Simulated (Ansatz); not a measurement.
# Stability checks on a candidate for CdS

It was relaxed at this level from a cell as deposited in COD.

Theory: DFT PBE, scalar-relativistic, plane waves, PAW in Ansatz 0.2.0. Settings of the last relaxation (2-atom cell): 420 eV, 8×8×8 k points, Gaussian smearing of 0.02 eV, no spin polarisation.

```
Cd S
1.0
     0.00000    2.96313    2.96313
     2.96313    0.00000    2.96313
     2.96313    2.96313    0.00000
Cd S
1 1
Cartesian
  0.0000 0.0000 0.0000
  4.4447 4.4447 4.4447
```

Energies over the elements count from the elements' standard structures at the same level, with no fitted energy shifts.

Question: These tests were run: energy against the elements; phonons at Γ. What do they show?

Answer:

| test | result |
| --- | --- |
| energy against the elements | −0.658 eV/atom |
| phonons at Γ | lowest optical mode 216 cm⁻¹ |

It fails none of these tests. Competing phases weren't compared here. Phonons away from Γ weren't computed.

The reference form of S is held partly by dispersion forces, which this level lacks. The run for the phonons used an 8×8×8 k mesh.
